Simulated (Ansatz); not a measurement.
Input of an Ansatz 0.2.0 run:

input.yaml

```yaml
crystal:
  lattice:
    - [-1.8713408863, 1.8713408863, 1.8713408863]
    - [1.8713408863, -1.8713408863, 1.8713408863]
    - [1.8713408863, 1.8713408863, -1.8713408863]
  atoms:
    - { symbol: Sb, position: [0.0, 0.0, 0.0] }
hamiltonian:
  xc: pbe
  pseudopotentials: { kind: paw_fr }
magnetization:
  noncollinear: true
  spin_orbit: true
kpoints:
  mp_grid: { grid: [7, 7, 7] }
  band_path:
    path:
      - [[0.0, 0.0, 0.0], [0.5, -0.5, 0.5], [0.0, 0.0, 0.5], [0.0, 0.0, 0.0], [0.25, 0.25, 0.25], [0.5, -0.5, 0.5]]
      - [[0.25, 0.25, 0.25], [0.0, 0.0, 0.5]]
    npoints: 14
scf:
  occupations: { method: fermi_dirac, width: 0.05 }
  n_extra_bands: 6
output:
  forces: true
  stress: true
  eigenvalues: true
  fatbands: false
  write_density: true
  write_potential: true
  elf: true
  volumetric_format: npy
```

Potentials or basis: Ansatz PAW.

Run with:

```console
$ ansatz run input.yaml --threads 2 --pin off --max-ram 5632MiB --backend cpu --events-out ev --progress --plain --runs-dir out
```

(1) Predict the band gap on the k mesh.

(2) Estimate the pressure.

## Answers

(1) none (metal or under the smearing width).

(2) 2.7 GPa.
